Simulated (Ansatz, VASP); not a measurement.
## BP: VASP beside Ansatz

```xyz
2
Lattice="0.0000 2.2690 2.2690 2.2690 0.0000 2.2690 2.2690 2.2690 0.0000" Properties=species:S:1:pos:R:3 pbc="T T T"
B     0.0000    0.0000    0.0000
P     1.1345    1.1345    1.1345
```

Alike in both runs: task relaxation of cell and atoms; functional r2SCAN; dispersion rVV10; k mesh 8 × 8 × 8; occupations methfessel-paxton of order 1, width 0.02 eV; no spin polarisation.

|  | VASP | Ansatz |
| --- | --- | --- |
| version | VASP 6.6.1 | Ansatz 0.2.0 |
| potentials or method | VASP PAW PBE potentials, release 64 (B, P) | plane waves, PAW |
| plane-wave cutoff (eV) | 600 | 510 |
| valence electrons in the cell | 8 | 8 |

|  | VASP | Ansatz | Ansatz less VASP |
| --- | --- | --- | --- |
| relaxed volume (Å³/atom) | 11.60 | 11.63 | +0.030 |
| relaxed cell length with the largest relative difference (Å) | 3.201 | 3.204 | +0.0027 |

Caveats: the PAW data sets were made with another functional, which shifts forces and pressure a little (VASP). A k mesh can miss the band edges. r2SCAN opens gaps a little over a GGA but as a rule still falls short of measured ones.
